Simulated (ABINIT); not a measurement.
Nb:

```xyz
1
Lattice="-1.6640 1.6640 1.6640 1.6640 -1.6640 1.6640 1.6640 1.6640 -1.6640" Properties=species:S:1:pos:R:3 pbc="T T T"
Nb    0.0000    0.0000    0.0000
```

Base run:

```yaml
Program: ABINIT 10.8.3 (patched build)
Functional: BLYP
Potentials_or_basis: JTH PAW PBE v2.0
Cutoff: 435 eV
k_mesh: 11 × 11 × 11
Occupations: fermi-dirac, width 0.05 eV
Spin: no spin polarisation
```

Its results: band gap on the k mesh none (metal or under the smearing width); pressure 3.6 GPa.

Question: After a change of settings the same cell gave: band gap on the k mesh none (metal or under the smearing width); pressure -2.4 GPa. Which change was it?
A. functional from BLYP to PBEsol; potentials or basis from JTH PAW PBE v2.0 to PseudoDojo NC SR PBEsol v0.4 stringent; cutoff from 435 eV to 1116 eV
B. functional from BLYP to BP86; spin from no spin polarisation to spin-orbit coupling, no magnetisation
C. functional from BLYP to PBEsol; k mesh from 11 × 11 × 11 to 9 × 9 × 9

Answer: B.

Caveats: the PAW data sets were made with another functional, which shifts forces and pressure a little.

Runs at the PBE level aren't shown here.
